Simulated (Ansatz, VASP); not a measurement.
# C: VASP beside Ansatz

The input INCAR:

```
PREC = Accurate ; ENCUT = 600
EDIFF = 1E-6 ; ISMEAR = 0
SIGMA = 0.05 ; LREAL = False
LASPH = True ; NELM = 100
ALGO = Normal ; ISIF = 3
LWAVE = False ; LCHARG = False
GGA = CA ; IBRION = 2
NSW = 80 ; EDIFFG = -0.003
```

File KPOINTS:

```
regular mesh
0
Gamma
  12 12 4
```

The input POSCAR:

```
C
1.0
    2.4600000000      0.0000000000      0.0000000000
   -1.2300000000      2.1304224933      0.0000000000
    0.0000000000      0.0000000000      6.7000000000
C
4
Direct
    0.0000000000      0.0000000000      0.0000000000
    0.3333333333      0.6666666667      0.0000000000
    0.0000000000      0.0000000000     -0.5000000000
    0.6666666667      0.3333333333     -0.5000000000
```

Input for Ansatz:

```yaml
crystal:
  lattice:
    - [2.46, 0.0, 0.0]
    - [-1.23, 2.1304224933, 0.0]
    - [0.0, 0.0, 6.7]
  atoms:
    - { symbol: C, position: [0.0, 0.0, 0.0] }
    - { symbol: C, position: [0.3333333333, 0.6666666667, 0.0] }
    - { symbol: C, position: [0.0, 0.0, -0.5] }
    - { symbol: C, position: [0.6666666667, 0.3333333333, -0.5] }
scf:
  occupations: { method: gaussian, width: 0.05 }
output:
  forces: true
  stress: true
  write_density: true
  write_potential: true
  elf: true
  volumetric_format: npy
hamiltonian:
  xc: lda
kpoints:
  mp_grid: { grid: [12, 12, 4] }
relax:
  f_tol: 0.003
  max_steps: 60
  cell: { stress_tol: 0.02 }
```

Alike in both runs: task relaxation of cell and atoms; functional LDA; k mesh 12 × 12 × 4; occupations gaussian, width 0.05 eV; no spin polarisation.

```csv
,VASP,Ansatz
version,VASP 6.6.1,Ansatz 0.2.0
potentials or method,"VASP PAW LDA potentials, release 64 (C)","scalar-relativistic, plane waves, PAW"
plane-wave cutoff (eV),600,420
valence electrons in the cell,16,16
```

Ansatz gave:

* gap on the k mesh at the Fermi level, each at its own relaxed structure (eV): none
* relaxed volume (Å³/atom): 8.59
* relaxed cell length with the largest relative difference (Å): 6.637
* energy change over the relaxation (meV/atom): -3

Question: Which values does VASP return?

Answer: gap on the k mesh at the Fermi level, each at its own relaxed structure (eV): none; relaxed volume (Å³/atom): 8.49; relaxed cell length with the largest relative difference (Å): 6.554; energy change over the relaxation (meV/atom): -3.

A gap of «none» marks a metal or a gap that the smearing closes.
